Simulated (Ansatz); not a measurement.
# BN: a line through an energy map

How does the energy of BN (F-43m, No. 216; 2 atoms in the cell) vary with volume per atom, at length along [111] over the lengths across it = 1.041?

Program: Ansatz 0.2.0. Level of theory: DFT PBE, scalar-relativistic, plane waves, PAW. These are calculated values, not measurements.

18 further runs of the same task are left out: 18 set aside as unsound or not needed.

## Step 1: The system as given

It takes space group F-43m (No. 216, cubic). Conventional cell: a = 3.624 Å, b = 3.624 Å, c = 3.624 Å, α = 90.00°, β = 90.00°, γ = 90.00°. B (site symmetry -43m) is surrounded by 4 N at 1.57 Å. Around N (site symmetry -43m) lie 4 B at 1.57 Å.

As a file:

```cif
data_structure
_symmetry_space_group_name_H-M 'F-43m'
_symmetry_Int_Tables_number 216
_cell_length_a 3.6242
_cell_length_b 3.6242
_cell_length_c 3.6242
_cell_angle_alpha 90.000
_cell_angle_beta 90.000
_cell_angle_gamma 90.000
_cell_volume 47.60
loop_
_atom_site_label
_atom_site_type_symbol
_atom_site_symmetry_multiplicity
_atom_site_Wyckoff_symbol
_atom_site_fract_x
_atom_site_fract_y
_atom_site_fract_z
_atom_site_occupancy
B1 B 4 a 0.00000 0.00000 0.00000 1
N1 N 4 c 0.25000 0.25000 0.25000 1
```

It goes back to an entry of the Materials Project.

This cell was relaxed beforehand with the same method: volume 5.95 Å³/atom, gap on the mesh 4.46 eV.

## Step 2: The scan

The energy is mapped over volume and the cell's shape.

The axes are (1) volume per atom: 7 values from 5.236 to 6.664 Å³; (2) length along [111] over the lengths across it, relative to the cubic cell: 7 values from 0.886 to 1.128.

Nothing else is relaxed (fractional coordinates fixed). Energies count from the relaxed crystal. Points are written as (first, second).

## Step 3: Grid point (5.236 Å³, 1.041)

input.yaml reads:

```yaml
crystal:
  lattice:
    - [0.0, 1.7133639943, 1.7133639943]
    - [1.7133639943, 0.0, 1.7133639943]
    - [1.7601959435, 1.7601959435, -0.0468319492]
  atoms:
    - { symbol: B, position: [0.0, 0.0, 0.0] }
    - { symbol: "N", position: [0.75, 0.75, 0.75] }
basis:
  ecutwfc: 520.0
kpoints:
  mp_grid: { grid: [12, 12, 12] }
hamiltonian:
  xc: pbe
  pseudopotentials: { kind: paw, azcp: { folder: soft_1 } }
scf:
  occupations: { method: gaussian, width: 0.05 }
output:
  forces: true
  stress: true
  eigenvalues: true
```

Run with:

```bash
> ansatz run input.yaml --threads 1 --pin off --max-ram 2048MiB --backend cpu --events-out ev --progress --plain --runs-dir out
```

The log of the run:

```text
Warning: RAYON_NUM_THREADS=1 ignored (pool sized by the plan → 1); use --threads N
Engine: ansatz 0.2.0, aarch64-unknown-linux-gnu
Pseudopotentials: kind: paw
Pseudopotential: B, paw, valence charge 3, recommended cutoff 420 eV (normal), <dir>
Pseudopotential: N, paw, valence charge 5, recommended cutoff 420 eV (normal), <dir>
Functional definition: PBE
  parameter kappa = 0.804
  parameter beta = 0.06672455060314922
  exchange = pbe_x(kappa = kappa, mu = beta*pi^2/3)
  correlation = pbe_c(beta = beta)
Crystal: 2 atoms, lattice volume = 10.472 Å³
Basis set: ecut = 520 eV, 289 PW (Γ), exchange–correlation on 40×40×40 points (8 copies of the dense FFT grid, shifted against one another)
Bands: 8, of which v1, the nominal top of the filled ones, is band 4 counted from 1 (3 counted from 0)
Symmetry: 6 space group operations
Space group: R3m (ITA 160), of the structure as read, at distance tolerance 2.2e-5 Å
k-points: 189 of 1728 (time reversal used)
Non-local potential: B, projectors of the file, l = 0: 2, l = 1: 2, l = 2: 1
Non-local potential: N, projectors of the file, l = 0: 2, l = 1: 2, l = 2: 1
PAW form: soft (Blöchl's): semilocal exchange-correlation on the pseudo side does not see the compensation charge
PAW one-centre angular grid: B, 110 points (default); XC on 64 Gauss nodes
PAW one-centre angular grid: N, 110 points (default); XC on 64 Gauss nodes
Initial density: superposition of atomic densities (chi_scale 0.1, normalization cell, long waves kept (reshape's long-wave potential 0.00 eV rms))
Initial wavefunctions: pseudopotential atomic-orbital guess
Functional: x = pbe(κ = 0.804, μ = 0.2195149727645171), c = pbe(β = 0.06672455060314922)
SCF iter   1: F=—  HF=-542.863602 eV  |F-HF|=—  |Δ(HF+E_count)|=         —  Δρ=1.75e-1  dr2=2.46e0  ethr=3.10e-3  ⟨swp⟩=4.3  Hψ=9710  notcnv=0
preconditioner: auto → none  [insulator: Δε(μ)=6.010 eV  Ē_g=22.160 eV  σ=0.050 eV  W_gap=1.00  n_scr=0 (ndim 8)  ℏωp=32.5 eV  f_vac=0.000  D(μ)=0.00/eV (n_scr^D=0)  ε∞_Penn≈3.1]
SCF iter   2: F=—  HF=-542.057890 eV  |F-HF|=—  |Δ(HF+E_count)|=   8.06e-1  Δρ=6.90e-2  dr2=2.67e-1  ethr=3.10e-3  ⟨swp⟩=2.1  Hψ=4514  notcnv=0
SCF iter   3: F=—  HF=-542.002037 eV  |F-HF|=—  |Δ(HF+E_count)|=   5.59e-2  Δρ=2.48e-2  dr2=3.60e-2  ethr=3.10e-3  ⟨swp⟩=2.6  Hψ=2560  notcnv=0
SCF iter   4: F=—  HF=-541.998802 eV  |F-HF|=—  |Δ(HF+E_count)|=   3.24e-3  Δρ=3.13e-3  dr2=3.20e-4  ethr=4.50e-4  ⟨swp⟩=3.0  Hψ=3024  notcnv=0
SCF iter   5: F=—  HF=-541.998968 eV  |F-HF|=—  |Δ(HF+E_count)|=   1.66e-4  Δρ=2.27e-4  dr2=2.22e-6  ethr=4.01e-6  ⟨swp⟩=2.0  Hψ=2027  notcnv=0
SCF iter   6: F=—  HF=-541.998969 eV  |F-HF|=—  |Δ(HF+E_count)|=   1.20e-6  Δρ=1.95e-5  dr2=8.82e-9  ethr=1.25e-9  ⟨swp⟩=6.6  Hψ=8180  notcnv=0
SCF iter   7: F=-541.998969 eV  HF=-541.998969 eV  |F-HF|=9.86e-11  |Δ(HF+E_count)|=   1.79e-8  Δρ=1.96e-6  dr2=2.91e-10  ethr=1.10e-10  ⟨swp⟩=1.5  Hψ=4580  notcnv=0
SCF 1 converged in 7 iterations: F = -541.998969 eV  dr2 = 2.91e-10
SCF converged after 7 iterations
Free energy (F): -541.998969 eV
Harris-Foulkes:  -541.998969 eV  (|F-HF|=9.86e-11)
Internal energy: -541.998969 eV  (E = F + TS)
E sigma→0 (E₀):  -541.998969 eV
Fermi energy:    15.517716 eV
--- Per-component energies (eV) ---
  E_band       = 37.550014
  E_kinetic    = 191.124086
  E_local      = -146.677568  (includes V_loc(G=0)·N_el)
  E_nonlocal   = 42.882585
  E_hartree    = 46.075473
  E_xc         = -95.020893
  E_vxc        = -117.638368  (∫ρ·V_xc dr)
  E_paw        = -207.482633  (= ΣΔE_a)
  E_vpaw       = -24.291477  (= ΣTr[D̂ρ^β])
  E_aug_tail   = -0.000036  (compensation charges beyond the density's cutoff)
  E_ewald      = -372.899983
  E_smearing   = -0.000000  (= −TS)
  E_closure    = -0.000000  (closes the sum)
  Σ components = -541.998969   (vs F -541.998969, Δ=0.00e0)
--- Forces (eV/Å), atoms counted from 1 ---
  atom   1  B      0.16754427     0.16754427    -0.16754427
  atom   2  N     -0.16754283    -0.16754283     0.16754283
  max |Σ_I F_I| component: 1.44e-6 eV/Å
--- Stress (GPa, compression-positive) ---
       60.924605     -16.088356      16.088356
      -16.088356      60.924605      16.088356
       16.088356      16.088356      60.924605
  P = ⅓ Tr σ = 60.9246 GPa (609.246 kbar)
--- Band table (eV; the first three rows and the last of 189) ---
  k-point 0: bands = ["-8.4646", "13.0315", "13.2857", "13.2857", "21.5662", "23.0179", "23.0179", "25.8398"]
  k-point 1: bands = ["-8.2895", "11.9280", "13.1126", "13.1126", "22.3510", "23.2860", "23.2860", "26.0992"]
  k-point 2: bands = ["-7.7701", "9.5334", "12.6865", "12.6865", "23.6964", "23.9149", "23.9149", "26.8927"]
  k-point 188: bands = ["-2.2104", "3.3606", "6.2909", "8.1693", "22.8698", "25.4356", "30.5927", "31.6884"]
```

Wall time 4.7 s (1 thread of Arm Neoverse N1, shared host); peak memory 0.28 GiB.

Energy on the map's scale: 142 meV/atom.

## Step 4: The run at (5.474 Å³, 1.041)

input.yaml, as its differences from that of step 3:

```diff
@@ -2,5 +2,5 @@
   lattice:
-    - [0.0, 1.7133639943, 1.7133639943]
-    - [1.7133639943, 0.0, 1.7133639943]
-    - [1.7601959435, 1.7601959435, -0.0468319492]
+    - [0.0, 1.7389403619, 1.7389403619]
+    - [1.7389403619, 0.0, 1.7389403619]
+    - [1.7864713985, 1.7864713985, -0.0475310366]
   atoms:
@@ -21 +21,5 @@
   eigenvalues: true
+  write_density: true
+  write_potential: true
+  elf: true
+  volumetric_format: npy
```

Run with:

```bash
> ansatz run input.yaml --threads 1 --pin off --max-ram 2048MiB --backend cpu --events-out ev --progress --plain --runs-dir out
```

The log of the run:

```text
[... 32 lines left out ...]
SCF 1 converged in 7 iterations: F = -542.143248 eV  dr2 = 3.23e-10
SCF converged after 7 iterations
Free energy (F): -542.143248 eV
Harris-Foulkes:  -542.143248 eV  (|F-HF|=9.80e-11)
Internal energy: -542.143248 eV  (E = F + TS)
E sigma→0 (E₀):  -542.143248 eV
Fermi energy:    14.717071 eV
--- Per-component energies (eV) ---
  E_band       = 33.288220
  E_kinetic    = 188.272512
  E_local      = -151.293912  (includes V_loc(G=0)·N_el)
  E_nonlocal   = 42.619995
  E_hartree    = 47.195906
  E_xc         = -94.344279
  E_vxc        = -116.752802  (∫ρ·V_xc dr)
  E_paw        = -207.178083  (= ΣΔE_a)
  E_vpaw       = -23.949152  (= ΣTr[D̂ρ^β])
  E_aug_tail   = -0.000024  (compensation charges beyond the density's cutoff)
  E_ewald      = -367.415363
  E_smearing   = -0.000000  (= −TS)
  E_closure    = -0.000000  (closes the sum)
  Σ components = -542.143248   (vs F -542.143248, Δ=0.00e0)
--- Forces (eV/Å), atoms counted from 1 ---
  atom   1  B      0.10064911     0.10064911    -0.10064911
  atom   2  N     -0.10064615    -0.10064615     0.10064615
  max |Σ_I F_I| component: 2.96e-6 eV/Å
--- Stress (GPa, compression-positive) ---
       36.967661     -14.390184      14.390184
      -14.390184      36.967661      14.390184
       14.390184      14.390184      36.967661
  P = ⅓ Tr σ = 36.9677 GPa (369.677 kbar)
--- Band table (eV; the first three rows and the last of 189) ---
  k-point 0: bands = ["-8.6965", "12.2692", "12.5027", "12.5027", "20.5844", "22.0108", "22.0108", "24.3212"]
  k-point 1: bands = ["-8.5274", "11.2010", "12.3380", "12.3380", "21.3405", "22.2662", "22.2662", "24.5702"]
  k-point 2: bands = ["-8.0264", "8.8829", "11.9314", "11.9314", "22.5958", "22.8682", "22.8682", "25.3771"]
  k-point 188: bands = ["-2.7370", "2.9601", "5.7463", "7.6205", "21.9321", "24.2439", "29.0983", "30.2261"]
```

Wall time 6.8 s (1 thread of Arm Neoverse N1, shared host); peak memory 0.29 GiB.

The maps below are laid out on this run's own conventional cell (a, b, c = 2.459, 2.459, 6.271 Å).

Density in a lattice plane of the grid's cell (edges 2.46 and 6.27 Å, at 0.000 of the third edge), which holds B and N.

Ten even steps from ' ' (0.10 e/Å³) to '@' (3.52 e/Å³):
```
....::::::::::::::..
........::::::......
      ..........    
                    
                    
        ......      
      ..::--::..    
      ::--==--::    
      ..::--::..    
        ......      
                    
                    
----::....  ....::--
%%%%++--......--++%%
@@@@##--......--##@@
@@%%==::      ::==%%
++==::..      ..::==
--::..          ..::
........      ......
  ..................
```
Columns run along the first of these edges and rows up along the second, over one cell in 10 and 20 even steps from the bottom left corner. Atoms in the plane (fractional): B at (0.00, 0.00), N at (1.00, 0.25).

ELF in the same plane.

Ten even steps from '0' (0.00) to '9' (0.92):
```
0268878862
2367777763
1234666432
0012343210
0001232100
0024676420
0137999731
0137999731
0025888520
0013676310
0002343200
4333222333
7777424777
3688636886
0278535872
4677313776
9985101589
9863101368
2233333332
0047767740
```
Columns run along the first of these edges and rows up along the second, over one cell in 10 and 20 even steps from the bottom left corner. Atoms in the plane (fractional): B at (0.00, 0.00), N at (1.00, 0.25).

Both are smooth fields of the valence electrons: close to the nuclei they are not physical.

Maxima of ELF outside the ion cores: 0.92 on the N–B line, 0.8 Å from N.

That is 70 meV/atom from the zero.

## Step 5: The run at (5.712 Å³, 1.041)

input.yaml reads:

```yaml
crystal:
  lattice:
    - [0.0, 1.7637857239, 1.7637857239]
    - [1.7637857239, 0.0, 1.7637857239]
    - [1.811995867, 1.811995867, -0.0482101431]
  atoms:
    - { symbol: B, position: [0.0, 0.0, 0.0] }
    - { symbol: "N", position: [0.75, 0.75, 0.75] }
basis:
  ecutwfc: 520.0
kpoints:
  mp_grid: { grid: [12, 12, 12] }
hamiltonian:
  xc: pbe
  pseudopotentials: { kind: paw, azcp: { folder: soft_1 } }
scf:
  occupations: { method: gaussian, width: 0.05 }
output:
  forces: true
  stress: true
  eigenvalues: true
```

Run with:

```bash
> ansatz run input.yaml --threads 1 --pin off --max-ram 2048MiB --backend cpu --events-out ev --progress --plain --runs-dir out
```

The log of the run:

```text
Warning: RAYON_NUM_THREADS=1 ignored (pool sized by the plan → 1); use --threads N
[... 9 set-up lines as earlier in the session ...]
Crystal: 2 atoms, lattice volume = 11.424 Å³
Basis set: ecut = 520 eV, 313 PW (Γ), exchange–correlation on 40×40×40 points (8 copies of the dense FFT grid, shifted against one another)
Bands: 8, of which v1, the nominal top of the filled ones, is band 4 counted from 1 (3 counted from 0)
[... 1 set-up line as earlier in the session ...]
Space group: R3m (ITA 160), of the structure as read, at distance tolerance 2.3e-5 Å
k-points: 189 of 1728 (time reversal used)
[... 8 set-up lines as earlier in the session ...]
SCF iter   1: F=—  HF=-542.936447 eV  |F-HF|=—  |Δ(HF+E_count)|=         —  Δρ=1.54e-1  dr2=2.15e0  ethr=3.10e-3  ⟨swp⟩=4.3  Hψ=9641  notcnv=0
preconditioner: auto → none  [insulator: Δε(μ)=5.778 eV  Ē_g=20.820 eV  σ=0.050 eV  W_gap=1.00  n_scr=0 (ndim 8)  ℏωp=31.1 eV  f_vac=0.000  D(μ)=0.00/eV (n_scr^D=0)  ε∞_Penn≈3.2]
SCF iter   2: F=—  HF=-542.278924 eV  |F-HF|=—  |Δ(HF+E_count)|=   6.58e-1  Δρ=6.56e-2  dr2=2.67e-1  ethr=3.10e-3  ⟨swp⟩=2.0  Hψ=4497  notcnv=0
SCF iter   3: F=—  HF=-542.225966 eV  |F-HF|=—  |Δ(HF+E_count)|=   5.30e-2  Δρ=2.34e-2  dr2=3.72e-2  ethr=3.10e-3  ⟨swp⟩=3.0  Hψ=2813  notcnv=0
SCF iter   4: F=—  HF=-542.222584 eV  |F-HF|=—  |Δ(HF+E_count)|=   3.38e-3  Δρ=3.15e-3  dr2=3.88e-4  ethr=4.65e-4  ⟨swp⟩=3.0  Hψ=3024  notcnv=0
SCF iter   5: F=—  HF=-542.222739 eV  |F-HF|=—  |Δ(HF+E_count)|=   1.55e-4  Δρ=2.81e-4  dr2=4.08e-6  ethr=4.85e-6  ⟨swp⟩=2.0  Hψ=2157  notcnv=0
SCF iter   6: F=—  HF=-542.222742 eV  |F-HF|=—  |Δ(HF+E_count)|=   2.55e-6  Δρ=2.05e-5  dr2=1.14e-8  ethr=1.25e-9  ⟨swp⟩=4.1  Hψ=9092  notcnv=0
SCF iter   7: F=-542.222742 eV  HF=-542.222742 eV  |F-HF|=9.48e-11  |Δ(HF+E_count)|=   2.30e-8  Δρ=2.39e-6  dr2=4.06e-10  ethr=1.43e-10  ⟨swp⟩=1.4  Hψ=4575  notcnv=0
SCF 1 converged in 7 iterations: F = -542.222742 eV  dr2 = 4.06e-10
SCF converged after 7 iterations
Free energy (F): -542.222742 eV
Harris-Foulkes:  -542.222742 eV  (|F-HF|=9.48e-11)
Internal energy: -542.222742 eV  (E = F + TS)
E sigma→0 (E₀):  -542.222742 eV
Fermi energy:    13.976458 eV
--- Per-component energies (eV) ---
  E_band       = 29.352671
  E_kinetic    = 185.635866
  E_local      = -155.696745  (includes V_loc(G=0)·N_el)
  E_nonlocal   = 42.403469
  E_hartree    = 48.283473
  E_xc         = -93.706956
  E_vxc        = -115.917458  (∫ρ·V_xc dr)
  E_paw        = -206.902022  (= ΣΔE_a)
  E_vpaw       = -23.639154  (= ΣTr[D̂ρ^β])
  E_aug_tail   = -0.000017  (compensation charges beyond the density's cutoff)
  E_ewald      = -362.239809
  E_smearing   = -0.000000  (= −TS)
  E_closure    = -0.000000  (closes the sum)
  Σ components = -542.222742   (vs F -542.222742, Δ=0.00e0)
--- Forces (eV/Å), atoms counted from 1 ---
  atom   1  B      0.04188968     0.04188968    -0.04188968
  atom   2  N     -0.04188562    -0.04188562     0.04188562
  max |Σ_I F_I| component: 4.06e-6 eV/Å
--- Stress (GPa, compression-positive) ---
       17.170434     -12.911745      12.911745
      -12.911745      17.170434      12.911745
       12.911745      12.911745      17.170434
  P = ⅓ Tr σ = 17.1704 GPa (171.704 kbar)
--- Band table (eV; the first three rows and the last of 189) ---
  k-point 0: bands = ["-8.9088", "11.5656", "11.7803", "11.7803", "19.6642", "21.0743", "21.0743", "22.9190"]
  k-point 1: bands = ["-8.7454", "10.5290", "11.6232", "11.6232", "20.3986", "21.3182", "21.3182", "23.1543"]
  k-point 2: bands = ["-8.2617", "8.2813", "11.2346", "11.2346", "21.5706", "21.8954", "21.8954", "23.9735"]
  k-point 188: bands = ["-3.2237", "2.5873", "5.2468", "7.1137", "21.0588", "23.1309", "27.7154", "28.8720"]
```

Wall time 5.1 s (1 thread of Arm Neoverse N1, shared host); peak memory 0.28 GiB.

Energy on the map's scale: 30 meV/atom.

## Step 6: The run at (5.950 Å³, 1.041)

input.yaml, as its differences from that of step 5:

```diff
@@ -2,5 +2,5 @@
   lattice:
-    - [0.0, 1.7637857239, 1.7637857239]
-    - [1.7637857239, 0.0, 1.7637857239]
-    - [1.811995867, 1.811995867, -0.0482101431]
+    - [0.0, 1.7879719578, 1.7879719578]
+    - [1.7879719578, 0.0, 1.7879719578]
+    - [1.8368431913, 1.8368431913, -0.0488712335]
   atoms:
```

Run with:

```bash
> ansatz run input.yaml --threads 1 --pin off --max-ram 2048MiB --backend cpu --events-out ev --progress --plain --runs-dir out
```

The log of the run:

```text
[... 32 lines left out ...]
SCF 1 converged in 7 iterations: F = -542.248640 eV  dr2 = 5.17e-10
SCF converged after 7 iterations
Free energy (F): -542.248640 eV
Harris-Foulkes:  -542.248640 eV  (|F-HF|=7.09e-11)
Internal energy: -542.248640 eV  (E = F + TS)
E sigma→0 (E₀):  -542.248640 eV
Fermi energy:    13.288517 eV
--- Per-component energies (eV) ---
  E_band       = 25.703011
  E_kinetic    = 183.189818
  E_local      = -159.910380  (includes V_loc(G=0)·N_el)
  E_nonlocal   = 42.226366
  E_hartree    = 49.341145
  E_xc         = -93.105243
  E_vxc        = -115.127676  (∫ρ·V_xc dr)
  E_paw        = -206.650604  (= ΣΔE_a)
  E_vpaw       = -23.357122  (= ΣTr[D̂ρ^β])
  E_aug_tail   = -0.000019  (compensation charges beyond the density's cutoff)
  E_ewald      = -357.339723
  E_smearing   = -0.000000  (= −TS)
  E_closure    = -0.000000  (closes the sum)
  Σ components = -542.248640   (vs F -542.248640, Δ=0.00e0)
--- Forces (eV/Å), atoms counted from 1 ---
  atom   1  B     -0.00988528    -0.00988528     0.00988528
  atom   2  N      0.00989033     0.00989033    -0.00989033
  max |Σ_I F_I| component: 5.05e-6 eV/Å
--- Stress (GPa, compression-positive) ---
        0.761012     -11.617496      11.617496
      -11.617496       0.761012      11.617496
       11.617496      11.617496       0.761012
  P = ⅓ Tr σ = 0.7610 GPa (7.610 kbar)
--- Band table (eV; the first three rows and the last of 189) ---
  k-point 0: bands = ["-9.1041", "10.9135", "11.1111", "11.1111", "18.7958", "20.2004", "20.2004", "21.6222"]
  k-point 1: bands = ["-8.9461", "9.9054", "10.9609", "10.9609", "19.5159", "20.4335", "20.4335", "21.8399"]
  k-point 2: bands = ["-8.4790", "7.7226", "10.5888", "10.5888", "20.6100", "20.9877", "20.9877", "22.6710"]
  k-point 188: bands = ["-3.6754", "2.2384", "4.7870", "6.6437", "20.2417", "22.0878", "26.4316", "27.6132"]
```

Wall time 5.2 s (1 thread of Arm Neoverse N1, shared host); peak memory 0.28 GiB.

Energy on the map's scale: 17 meV/atom.

## Step 7: Changing settings: occupations.width 0.005, preconditioner local_kerker

input.yaml, as its differences from that of step 6:

```diff
@@ -16,6 +16,7 @@
 scf:
-  occupations: { method: gaussian, width: 0.05 }
+  occupations: { method: gaussian, width: 0.005 }
+  mixing: { preconditioner: local_kerker }
 output:
   forces: true
+  eigenvalues: true
   stress: true
-  eigenvalues: true
```

Run with:

```bash
> ansatz run input.yaml --threads 1 --pin off --max-ram 2048MiB --backend cpu --events-out ev --progress --plain --runs-dir out
```

The log of the run:

```text
Warning: RAYON_NUM_THREADS=1 ignored (pool sized by the plan → 1); use --threads N
[... 9 set-up lines as earlier in the session ...]
Crystal: 2 atoms, lattice volume = 11.900 Å³
Basis set: ecut = 520 eV, 331 PW (Γ), exchange–correlation on 40×40×40 points (8 copies of the dense FFT grid, shifted against one another)
Bands: 8, of which v1, the nominal top of the filled ones, is band 4 counted from 1 (3 counted from 0)
[... 2 set-up lines as earlier in the session ...]
k-points: 189 of 1728 (time reversal used)
[... 8 set-up lines as earlier in the session ...]
SCF iter   1: F=—  HF=-542.898492 eV  |F-HF|=—  |Δ(HF+E_count)|=         —  Δρ=1.44e-1  dr2=2.02e0  ethr=3.10e-3  ⟨swp⟩=4.6  Hψ=9702  notcnv=0
SCF iter   2: F=—  HF=-542.342069 eV  |F-HF|=—  |Δ(HF+E_count)|=   5.56e-1  Δρ=6.67e-2  dr2=3.68e-1  ethr=3.10e-3  ⟨swp⟩=2.7  Hψ=4447  notcnv=0
SCF iter   3: F=—  HF=-542.254458 eV  |F-HF|=—  |Δ(HF+E_count)|=   8.76e-2  Δρ=2.19e-2  dr2=4.02e-2  ethr=3.10e-3  ⟨swp⟩=3.0  Hψ=2968  notcnv=0
SCF iter   4: F=—  HF=-542.248440 eV  |F-HF|=—  |Δ(HF+E_count)|=   6.02e-3  Δρ=1.86e-3  dr2=1.76e-4  ethr=5.02e-4  ⟨swp⟩=3.0  Hψ=3012  notcnv=0
SCF iter   5: F=—  HF=-542.248636 eV  |F-HF|=—  |Δ(HF+E_count)|=   1.96e-4  Δρ=1.81e-4  dr2=1.73e-6  ethr=2.19e-6  ⟨swp⟩=2.0  Hψ=2924  notcnv=0
SCF iter   6: F=—  HF=-542.248640 eV  |F-HF|=—  |Δ(HF+E_count)|=   4.07e-6  Δρ=2.35e-5  dr2=2.51e-8  ethr=1.25e-9  ⟨swp⟩=5.5  Hψ=7738  notcnv=0
SCF iter   7: F=-542.248640 eV  HF=-542.248640 eV  |F-HF|=1.44e-10  |Δ(HF+E_count)|=   3.28e-8  Δρ=1.47e-6  dr2=9.69e-11  ethr=3.14e-10  ⟨swp⟩=1.8  Hψ=4900  notcnv=0
SCF 1 converged in 7 iterations: F = -542.248640 eV  dr2 = 9.69e-11
SCF converged after 7 iterations
Free energy (F): -542.248640 eV
Harris-Foulkes:  -542.248640 eV  (|F-HF|=1.44e-10)
Internal energy: -542.248640 eV  (E = F + TS)
E sigma→0 (E₀):  -542.248640 eV
Fermi energy:    13.288647 eV
--- Per-component energies (eV) ---
  E_band       = 25.703132
  E_kinetic    = 183.189759
  E_local      = -159.910211  (includes V_loc(G=0)·N_el)
  E_nonlocal   = 42.226321
  E_hartree    = 49.341052
  E_xc         = -93.105239
  E_vxc        = -115.127671  (∫ρ·V_xc dr)
  E_paw        = -206.650581  (= ΣΔE_a)
  E_vpaw       = -23.357098  (= ΣTr[D̂ρ^β])
  E_aug_tail   = -0.000019  (compensation charges beyond the density's cutoff)
  E_ewald      = -357.339723
  E_smearing   = -0.000000  (= −TS)
  E_closure    = -0.000000  (closes the sum)
  Σ components = -542.248640   (vs F -542.248640, Δ=0.00e0)
--- Forces (eV/Å), atoms counted from 1 ---
  atom   1  B     -0.00988144    -0.00988144     0.00988144
  atom   2  N      0.00988047     0.00988047    -0.00988047
  max |Σ_I F_I| component: 9.71e-7 eV/Å
--- Stress (GPa, compression-positive) ---
        0.761109     -11.617548      11.617548
      -11.617548       0.761109      11.617548
       11.617548      11.617548       0.761109
  P = ⅓ Tr σ = 0.7611 GPa (7.611 kbar)
--- Band table (eV; the first three rows and the last of 189) ---
  k-point 0: bands = ["-9.1041", "10.9135", "11.1111", "11.1111", "18.7958", "20.2004", "20.2004", "21.6222"]
  k-point 1: bands = ["-8.9461", "9.9054", "10.9610", "10.9610", "19.5160", "20.4335", "20.4335", "21.8399"]
  k-point 2: bands = ["-8.4790", "7.7226", "10.5888", "10.5888", "20.6100", "20.9877", "20.9877", "22.6710"]
  k-point 188: bands = ["-3.6754", "2.2385", "4.7870", "6.6437", "20.2418", "22.0878", "26.4316", "27.6132"]
```

Run time: 4.9 s. Hardware: 1 thread of Arm Neoverse N1, shared host; peak memory 0.28 GiB.

| run | ending | energy change | pressure (GPa) | gap (eV) | force (eV/Å) | cycles | time |
| --- | --- | --- | --- | --- | --- | --- | --- |
| step 6 | converged | 0 | 0.8 | 4.36 | 0.02 | 7 | 5.2 s |
| variant | converged | 0.0 meV/atom (σ→0) | 0.8 | 4.36 | 0.02 | 7 | 4.9 s |

The changed input (smearing and mixing) leaves the energy the same to the digits printed.

[end of part 1 of 2]
